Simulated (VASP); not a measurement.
# H: relaxation of cell and atoms with r2SCAN+rVV10

The system is H.

```
H
1.0
     2.64964    0.00000    0.00000
     0.00000    2.64964    0.00000
     0.00000    0.00000    0.98049
H
1
Direct
  0.00000 0.00000 0.50000
```

- Program: VASP 6.6.1
- Task: relaxation of cell and atoms
- Functional: r2SCAN
- Dispersion: rVV10
- Potentials or basis: VASP PAW PBE potentials, release 64 (H)
- Cutoff: 600 eV
- k mesh: 10 × 10 × 26
- Occupations: gaussian, width 0.05 eV
- Spin: no spin polarisation
- Further INCAR settings: ALGO = Normal; EDIFF = 1e-06; IBRION = 2; EDIFFG = -0.02; NSW = 40; ISIF = 3

- Relaxed volume: 7.55 Å³/atom
- Relaxed cell: a = 2.782 Å, b = 2.782 Å, c = 0.976 Å, α = 90.00°, β = 90.00°, γ = 90.00°
- Space group after relaxing (to 0.05 Å): P4/mmm (No. 123)
- Energy gained by relaxing: 3.0 meV/atom
- Ionic steps: 6
- Pressure after relaxing: 0.2 GPa
- Band gap on the k mesh: none (metal or under the smearing width)

The path:
| step | energy change (eV) | largest force (eV/Å) | pressure (GPa) | volume (Å³) |
| --- | --- | --- | --- | --- |
| 1 | 0.0000 | 0.0000 | 0.13 | 6.88 |
| 2 | -0.0005 | 0.0000 | 0.56 | 6.89 |
| 3 | -0.0007 | 0.0000 | 1.12 | 6.90 |
| 4 | -0.0011 | 0.0000 | 0.99 | 6.96 |
| 5 | -0.0021 | 0.0000 | 0.69 | 7.15 |
| 6 | -0.0030 | 0.0000 | 0.17 | 7.55 |

Final structure:
```
H
1.0
     2.78161    0.00000    0.00000
     0.00000    2.78161    0.00000
     0.00000    0.00000    0.97564
H
1
Direct
  0.00000 0.00000 0.50000
```

Levels at points of the mesh, in eV from the Fermi level:
```tsv
k point	band 1	band 2	band 3	band 4
(0.00, 0.00, 0.00)	-11.24	9.20	14.98	14.98
(0.50, 0.00, 0.00)	-10.09	2.99	16.07	17.69
(0.50, 0.50, 0.00)	-9.17	6.66	6.66	9.61
(0.00, 0.00, 0.50)	26.13	33.85	47.67	52.08
(0.50, 0.00, 0.50)	26.84	35.96	43.64	43.90
(0.50, 0.50, 0.50)	27.41	37.63	47.68	47.68
```

Run time: 99 s on 1 thread of Intel(R) Xeon(R) Platinum 8488C (Sapphire Rapids), with other jobs on the host, peak memory 0.15 GiB.

Caveat: the PAW data sets were made with another functional, which shifts forces and pressure a little.
